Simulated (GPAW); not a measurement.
MgS:

```
CELL_PARAMETERS angstrom
0.00000 2.83312 2.83312
2.83312 0.00000 2.83312
2.83312 2.83312 0.00000
ATOMIC_POSITIONS crystal
S 0.25000 0.25000 0.25000
Mg 0.00000 0.00000 0.00000
```

The cell comes from a database or a generator and needn't be the stable form of this composition.

Base run:

| Item | Value |
| --- | --- |
| Program | GPAW 26.7.0 |
| Functional | LDA |
| Potentials or basis | the program's PAW data sets (release 1.2.1) made for this functional |
| Cutoff | 600 eV |
| Basis | pw |
| k mesh | 7 × 7 × 7 |
| Occupations | fermi-dirac, width 0.05 eV |
| Spin | no spin polarisation |

Its results: band gap on the k mesh 3.17 eV, direct; pressure -2.2 GPa.

Problem. The run is repeated on the same cell with these changes: functional from LDA to PBEsol; potentials or basis from the program's PAW data sets (release 1.2.1) made for this functional to PAW data sets generated in the run's folder for this functional. What comes out?

Solution. Band gap on the k mesh 3.28 eV, direct; pressure -0.4 GPa.

Caveats: the cutoff is short for stress and forces, so pressures can be off by a GPa or more.

